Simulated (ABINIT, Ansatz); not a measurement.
Given: the input of a run of ABINIT 10.8.3 (patched build) on TaN. Atoms were shifted at random by some hundredths of an Å from the given cell, which wasn't relaxed again for these runs. The cell comes from a database or a generator and needn't be the stable form of this composition.

run.abi

```
# Pseudopotentials
pp_dirpath "./"
pseudos "Ta.upf, N.upf"

# Structure
acell 3*1.0 Angstrom
rprim
     0.0000000000     2.2113230000     2.2113230000
     2.2113230000     0.0000000000     2.2113230000
     2.2113230000     2.2113230000     0.0000000000
ntypat 2
znucl 73 7
natom 2
typat 1 2
xred
     0.5135260000     0.4842130000     0.5289790000
    -0.0129020000    -0.0147020000     0.0156950000
chkprim 0
chksymtnons 0
tolsym 1.0e-6

# Plane-wave basis
ecut 42.0

# k points
kptopt 1
ngkpt 10 10 10
nshiftk 1
shiftk 0.0 0.0 0.0

# Exchange and correlation
ixc -116133

# Bands and occupations
nband 13
occopt 3
tsmear 0.05 eV

# SCF cycle
nstep 100
tolvrs 1.0e-10

# Output
iomode 3
prtwf 0
prtden 0
prteig 0
prtebands 0
enunit 2
```

Potentials or basis: PseudoDojo NC SR PBEsol v0.4.1 standard.

Command:

```bash
$ abinit run.abi > log 2>&1
```

Task: Translate it to Ansatz 0.2.0. Potentials or basis there: Ansatz PAW, cutoff 420 eV.

Result: As run (cutoffs and basis follow the program's own potentials, and thresholds, step limits or extra output files can differ):

File input.yaml:

```yaml
crystal:
  lattice:
    - [0.0, 2.211323, 2.211323]
    - [2.211323, 0.0, 2.211323]
    - [2.211323, 2.211323, 0.0]
  atoms:
    - { symbol: Ta, position: [0.513526, 0.484213, 0.528979] }
    - { symbol: "N", position: [-0.012902, -0.014702, 0.015695] }
hamiltonian:
  xc: pbesol
  pseudopotentials: { kind: paw }
kpoints:
  mp_grid: { grid: [10, 10, 10] }
scf:
  occupations: { method: fermi_dirac, width: 0.05 }
output:
  forces: true
  stress: true
  eigenvalues: true
```

Potentials or basis: Ansatz PAW.

Run with:

```sh
$ ansatz run input.yaml --threads 1 --pin off --max-ram 3584MiB --backend cpu --events-out ev --progress --plain --runs-dir out
```

Both were run:

|  | ABINIT | Ansatz |
| --- | --- | --- |
| Pressure | -9.3 GPa | -8.9 GPa |
| Largest force | 0.770 eV/Å | 0.782 eV/Å |
| Energy over the undisturbed cell | 19.3 meV/atom | 19.6 meV/atom |

Ansatz's pressure holds a Pulay term of +0.50 GPa for its cutoff of 420 eV, which the other run lacks.

Ansatz's potentials were made for PBE.

Where Ansatz's input types no cutoff or centring, it takes its own default and a Γ-centred mesh.

Pressure is positive in compression.
